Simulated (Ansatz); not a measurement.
# zincblende-structured TaN

Computed with Ansatz (plane waves, PAW, 500 eV cutoff): r²SCAN, scalar-relativistic, collinear spin, 12×12×12 k-mesh, Gaussian smearing of 0.05 eV. The datasets are Ansatz's generated set soft_2.

```
Ta N
1.0
     0.00000    2.36651    2.36651
     2.36651    0.00000    2.36651
     2.36651    2.36651    0.00000
Ta N
1 1
Direct
  0.00000 0.00000 0.00000
  0.25000 0.25000 0.25000
```

The start was a prototype's sites filled with these elements. The Crystallography Open Database lists the compound in space groups P-62m, P6/mmm, P63/mmc, so this is a trial structure.

The geometry is fixed. Moments are started on Ta in several ways. q is the propagation vector of an order in a doubled cell, in units of this cell's reciprocal vectors; doubled cells take an equivalent mesh or are counted from a ferromagnetic run in the same cell, unless said otherwise. Energies count from the first row, the state in which the cell was relaxed.

The starts:
- parallel, continued from the relaxation
- no spin polarisation
- antiparallel, q = (0, 0, 1/2)
- antiparallel, q = (0, 1/2, 1/2)
- small parallel moments

Question: Which start ends lowest, and how far above it lies the solution without spin polarisation?

Answer: No start ends more than 0.5 meV/atom under the solution without spin polarisation, so no stable magnetic order is resolved.

```tsv
start	largest typed moment (μB)	ΔE (meV/atom)	gap on the mesh (eV)	P (GPa)	final spin moments (μB)
parallel, continued from the relaxation	0.05	0.0	metal	0.0	none
no spin polarisation	0.00	0.0	metal	0.0	none
antiparallel, q = (0, 0, 1/2)	2.00	0.0	metal	0.0	none
antiparallel, q = (0, 1/2, 1/2)	2.00	0.0	metal	0.0	none
small parallel moments	0.50	0.0	metal	0.0	none
```

The moments vanished in all starts.

The cell was relaxed in the state without moments.

Only orders that fit these small cells were tried.

Spin–orbit coupling is left out.
